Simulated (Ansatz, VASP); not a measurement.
## Two plane-wave programs on Mo

```xyz
1
Lattice="2.7765 0.0000 0.0000 -1.3883 2.4046 0.0000 0.0000 0.0000 2.4785" Properties=species:S:1:pos:R:3 pbc="T T T"
Mo    0.0000    0.0000    1.2393
```

Change from the starting cell: strain +0.015 along x and y, -0.030 along z, atoms carried along.

Alike in both runs: task single point; functional PBEsol; k mesh 18 × 18 × 18; occupations gaussian, width 0.15 eV; no spin polarisation.

```csv
,VASP,Ansatz
version,VASP 6.6.1,Ansatz 0.2.0
potentials or method,"VASP PAW PBE potentials, release 64 (Mo_sv)","scalar-relativistic, plane waves, PAW"
plane-wave cutoff (eV),520,420
valence electrons in the cell,14,14
```

VASP gave:

```
gap on the k mesh at the Fermi level (eV)       : none
pressure (GPa)                                  : -2.9
largest component of the traceless stress (GPa) : 3.93
```

Q: Estimate Ansatz's values.

A: gap on the k mesh at the Fermi level (eV): none; pressure (GPa): -3.5; largest component of the traceless stress (GPa): 3.62.

A gap of «none» marks a metal or a gap that the smearing closes.

Caveats: the PAW data sets were made with another functional, which shifts forces and pressure a little (VASP).
